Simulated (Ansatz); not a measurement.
# InP: the cost of one run

Program: Ansatz 0.2.0. Level of theory: DFT r2SCAN, scalar-relativistic, plane waves, PAW. These are calculated values, not measurements.

### 1 Starting point

The structure is trigonal, space group R-3m (No. 166). The conventional cell has a = 3.325 Å, b = 3.325 Å, c = 15.888 Å, α = 90.00°, β = 90.00°, γ = 120.00°. In (site symmetry -3m) has 6 P at 3.27 Å and 6 In at 3.33 Å as nearest neighbours. Around P (site symmetry -3m) lie 6 In at 3.27 Å and 6 P at 3.33 Å.

As a file:

```
CELL_PARAMETERS angstrom
1.66272 0.95997 5.29607
-1.66272 0.95997 5.29607
0.00000 -1.91994 5.29607
ATOMIC_POSITIONS crystal
In 0.00000 0.00000 0.00000
P 0.50000 0.50000 0.50000
```

This is candidate A: CuPt (L1_1) type (R-3m, No. 166).

(A quick probe on a coarse mesh, which set the mesh and smearing, is not shown.)

### 3 Coarse relaxation (candidate A)

Input file input.yaml:

```yaml
crystal:
  lattice:
    - [1.6627198451, 0.9599717502, 5.2960706178]
    - [-1.6627198451, 0.9599717502, 5.2960706178]
    - [0.0, -1.9199435003, 5.2960706178]
  atoms:
    - { symbol: In, position: [0.0, 0.0, 0.0] }
    - { symbol: P, position: [0.5, 0.5, 0.5] }
basis:
  ecutwfc: 500
kpoints:
  mp_grid: { grid: [6, 6, 6] }
hamiltonian:
  xc: r2scan
scf:
  occupations: { method: gaussian, width: 0.1 }
  lower_state_search: "off"
output:
  forces: true
  stress: true
  eigenvalues: true
relax:
  adjacent_minimum: "off"
  f_tol: 0.04
  max_steps: 70
  cell: { stress_tol: 0.4 }
```

Run with:

```sh
$ ansatz run input.yaml --threads 1 --pin off --max-ram 3072MiB --backend cpu --events-out ev --progress --plain --runs-dir out
```

**Question.** How long does this run take on 1 thread of Intel Xeon 6975P-C (Granite Rapids), shared host, and how much memory does it need?

About 38 s, with a peak of 0.52 GiB.
